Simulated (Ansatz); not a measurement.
fcc against bcc along groups 8 to 10

The calculation used Ansatz 0.2.0, DFT, m-r2SCAN, plane waves (500 eV) with PAW, scalar-relativistic. The PAW files were generated under PBE, with cores re-solved for the functional.

Each structure is relaxed within its symmetry, in the lowest magnetic state of the tried starts. Differences under about 8 meV lie within the error of the k-point mesh.

```
element  E(fcc) − E(bcc) (meV/atom)  V(fcc) (Å³/atom)  V(bcc) (Å³/atom)       state of fcc   state of bcc
     Fe                          10             10.18             10.80  antiferromagnetic  ferromagnetic
     Ru                        -531             13.56             13.93       non-magnetic   non-magnetic
     Co                         -60             10.49             10.67      ferromagnetic  ferromagnetic
     Rh                        -372             13.72             14.11       non-magnetic  ferromagnetic
     Ir                        -682             14.21             14.74       non-magnetic  ferromagnetic
     Ni                        -100             10.46             10.52      ferromagnetic  ferromagnetic
     Pd                         -42             14.96             15.05  spin not included   non-magnetic
     Pt                         -91             15.30             15.48  spin not included   non-magnetic
```

m-r²SCAN is r²SCAN on the gauge-invariant kinetic-energy density; without spin polarisation the two are equal.
